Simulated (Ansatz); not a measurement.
Crystal: Pb, bcc type, 1 atom in the cell.

The calculation used PBE, plane waves, PAW datasets (generated hard set) in Ansatz 0.2.0 development build.

Cutoff 700 eV; k-mesh 13×13×13 Γ-centred; Fermi–Dirac smearing of 0.0612 eV; no spin polarisation; no spin–orbit coupling.

The fit to the energies gives V₀ = 31.913 Å³/atom (a₀ = 3.996 Å), B₀ = 38.8 GPa, B₀′ = 4.67.

Question: What pressure does the program print at V = 32.638 Å³/atom, and how far above the lowest computed point (V = 31.998 Å³/atom) does the energy lie?

Answer: -0.83 GPa and 1.88 meV/atom. All points:

| V (Å³/atom) | a (Å) | E − E(min) (meV/atom) | P (GPa) |
| --- | --- | --- | --- |
| 30.079 | 3.9183 | 14.25 | 2.65 |
| 30.719 | 3.9459 | 5.78 | 1.62 |
| 31.359 | 3.9731 | 1.17 | 0.71 |
| 31.998 | 3.9999 | 0.00 | -0.10 |
| 32.638 | 4.0264 | 1.88 | -0.83 |
| 33.278 | 4.0526 | 6.50 | -1.47 |
| 33.918 | 4.0784 | 13.57 | -2.06 |

The published all-electron PBE values for this crystal (mean of FLEUR and WIEN2k, k-spacing 0.06 Å⁻¹; Bosoni et al., Nat. Rev. Phys. 6, 45 (2024)) are V₀ = 31.970 Å³/atom, B₀ = 38.8 GPa, B₀′ = 4.78. This run's mesh is coarser (spacing 0.17 Å⁻¹), so part of any difference comes from k-sampling.

The stress includes the program's correction for the finite plane-wave basis.

This cubic structure is a model: it isn't the usual form of the substance at ambient conditions, and such phases are metastable or hypothetical. The k-mesh is modest, so these values aren't fully converged in k. Spin–orbit coupling is left out, which matters for 6p elements such as Tl, Pb and Bi.
